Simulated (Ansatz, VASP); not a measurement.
**One calculation of Sb, two programs**

```
Sb
1.0
    -4.03001    4.03001    2.02549
     4.03001   -4.03001    2.02549
     4.03001    4.03001   -2.02549
Sb
4
Direct
  0.65126 0.15126 0.80253
  0.15126 0.34874 0.50000
  0.34874 0.84874 0.19747
  0.84874 0.65126 0.50000
```

Alike in both runs: functional LDA; k mesh 7 × 7 × 7; occupations fermi-dirac, width 0.05 eV; no spin polarisation.

```csv
,VASP,Ansatz
version,VASP 6.6.1,Ansatz 0.2.0
potentials or method,"VASP PAW LDA potentials, release 64 (Sb), cutoff 520 eV","all-electron LAPW, scalar-relativistic"
task,single point,band structure
```

```csv
,VASP,Ansatz,Ansatz less VASP
gap on the k mesh at the Fermi level (eV),none,none,-
pressure (GPa),-1.7,-1.8,-0.10
largest component of the traceless stress (GPa),0.06,0.11,+0.042
rms of the force components (eV/Å),0.026,0.024,-0.0018
```

Atom by atom the forces differ by 0.002 eV/Å (rms over components). A gap of «none» marks a metal or a gap that the smearing closes. Ansatz ran all-electron here, so the differences hold the error of VASP's frozen core and of both bases.

Caveats: spin-orbit coupling is left out, which moves the levels of the heavy elements (Ansatz). Spin-orbit coupling is left out, which matters for the levels of Sb.
